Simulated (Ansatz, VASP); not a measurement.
# P in VASP and in Ansatz

```
CELL_PARAMETERS angstrom
2.44431 0.00000 0.00000
0.00000 2.44431 0.00000
0.00000 0.00000 2.44431
ATOMIC_POSITIONS crystal
P 0.00000 0.00000 0.00000
```

Alike in both runs: functional PBE; k mesh 22 × 22 × 22; occupations gaussian, width 0.1 eV; no spin polarisation.

Ansatz relaxed the structure, and its values are those at the end. VASP's run is a single point on that final structure, the one shown.

|  | VASP | Ansatz |
| --- | --- | --- |
| version | VASP 6.6.1 | Ansatz 0.2.0 |
| potentials or method | VASP PAW PBE potentials, release 64 (P) | scalar-relativistic, plane waves, PAW |
| plane-wave cutoff (eV) | 520 | 420 |
| valence electrons in the cell | 5 | 5 |

VASP gave:

| Quantity | Value |
| --- | --- |
| gap on the k mesh at the Fermi level (eV) | none |
| pressure (GPa) | -0.3 |

Problem. Which values does Ansatz return?

Solution. gap on the k mesh at the Fermi level (eV): none; pressure (GPa): 0.0.

A gap of «none» marks a metal or a gap that the smearing closes. The functional is the same, so the differences come from potentials, cutoffs and numerics.
